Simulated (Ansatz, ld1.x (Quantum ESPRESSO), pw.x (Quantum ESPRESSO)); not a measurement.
## From atom to crystal: TM potential for mercury (Hg)

mercury (Hg), norm-conserving Troullier–Martins (Kleinman–Bylander form), made with ld1.x (Quantum ESPRESSO) 7.5 (LDA (PW92), scalar-relativistic). Core [Xe] 4f14, reference 5d10 6s2 6p0. Waves: 6p (bound, empty): rc 2.70 bohr; 5d (bound): rc 1.45 bohr; 6s (bound): rc 2.35 bohr. Local part: the s channel. Core correction: none.

Crystal test: fcc Hg in pw.x 7.5, no spin, 13³ k-points, Fermi–Dirac smearing 0.01 Ry, cutoffs 110/440 Ry. The reference is all-electron LAPW (Ansatz 0.2.0) with the same functional, mesh and smearing; V0 and B0 come from Birch–Murnaghan fits to the pressures at five volumes. Errors are pseudo minus all-electron; Δ is the rms difference of the E(V) curves that follow from these fits, minima aligned, over ±6 % about the mean V0. Mesh and smearing are coarse, so the numbers serve the comparison and aren't converged zero-temperature values; the lattice is a test structure that the element need not adopt.

All-electron: a0 = 4.446 Å (V0 = 21.97 Å³/atom), B0 = 52.0 GPa.

How far does the potential miss the all-electron equation of state?

mean pressure error (GPa): +1.17; a0 (Å): 4.479; a0 error (%): +0.74; B0 error (%): -7.5; Δ (meV/atom): 5.4. This is a poor potential for the solid.

| V (Å³/atom) | P all-electron (GPa) | P pseudo (GPa) |
| --- | --- | --- |
| 20.913 | 3.11 | 4.56 |
| 21.464 | 1.33 | 2.62 |
| 22.014 | -0.10 | 1.05 |
| 22.564 | -1.24 | -0.22 |
| 23.115 | -2.15 | -1.23 |

At the middle volume, how do free energy and pressure move when the wave cutoff is lowered (ecutrho kept at four times it)?

```
cutoff (Ry)  shift of F (meV/atom)  shift of P (GPa)
         50                  +79.5             -0.83
         66                  +52.3             -1.12
         88                   +3.3             -0.27
```

The run at the middle volume (84 k-points, 7 iterations) took about 34 s on one core of a shared host (Neoverse-V1, 32 threads, 247 GiB, load 14).
